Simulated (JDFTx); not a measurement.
Runs of JDFTx 1.7.0 (patched build) on V. It takes space group Im-3m (No. 229, cubic). The conventional cell has a = 3.029 Å, b = 3.029 Å, c = 3.029 Å, α = 90.00°, β = 90.00°, γ = 90.00°. V (site symmetry m-3m) is surrounded by 8 V at 2.62 Å. 

| task | level | potentials or basis | cell | SCF threshold on the energy | local potential set to -Z/r beyond | further solve for the empty bands | pseudo rcut | gap on the mesh (eV) | pressure (GPa) | moment (μB) | V0 of scaled cells (Å³/atom) | B0 (GPa) |
| --- | --- | --- | --- | --- | --- | --- | --- | --- | --- | --- | --- | --- |
| equation of state | RPBE | PseudoDojo-SR-PBE-0.5-standard | as given | 1e-09 Ha | - | - | - | - | - | - | 13.81 | (b) |
| single point | PBEsol | PseudoDojo-SR-PBEsol-0.4.1-standard with smoothed tails | as given | 1e-09 Ha | 6 bohr | yes | 6 | none | -12.0 | 0.00 | - | - |
| equation of state | PBE | PseudoDojo-SR-PBE-0.5-standard | as given | 1e-08 Ha | - | - | - | - | - | - | (a) | 180 |
| single point | PBE | PseudoDojo-SR-PBE-0.5-standard | as given | 1e-08 Ha | - | yes | - | none | -5.2 | 0.00 | - | - |
| relaxation of cell and atoms | PBE+D3(BJ) | PseudoDojo-SR-PBE-0.5-standard | relaxed | 1e-09 Ha | - | no | - | none | 0.0 | 0.00 | - | - |

Alike in all rows: spin collinear, ferromagnetic start; k mesh 12 × 12 × 12; cutoff (eV) 1143; smearing fermi-dirac 0.05 eV.

**Question.** Fill in the values left out.

**Answer.** (a) 13.47; (b) 171.

Caveats: the potentials were made for another functional, which shifts forces and pressure (some runs); the plane waves are those of the starting cell, so after so large a change of volume the result is rough (some runs); pairwise dispersion overbinds metals, which lowers pressure and volume (some runs).

A k mesh can miss the band edges.

A gap of «none» marks a metal or a gap under the smearing width.

Not every run made on this cell is shown here.
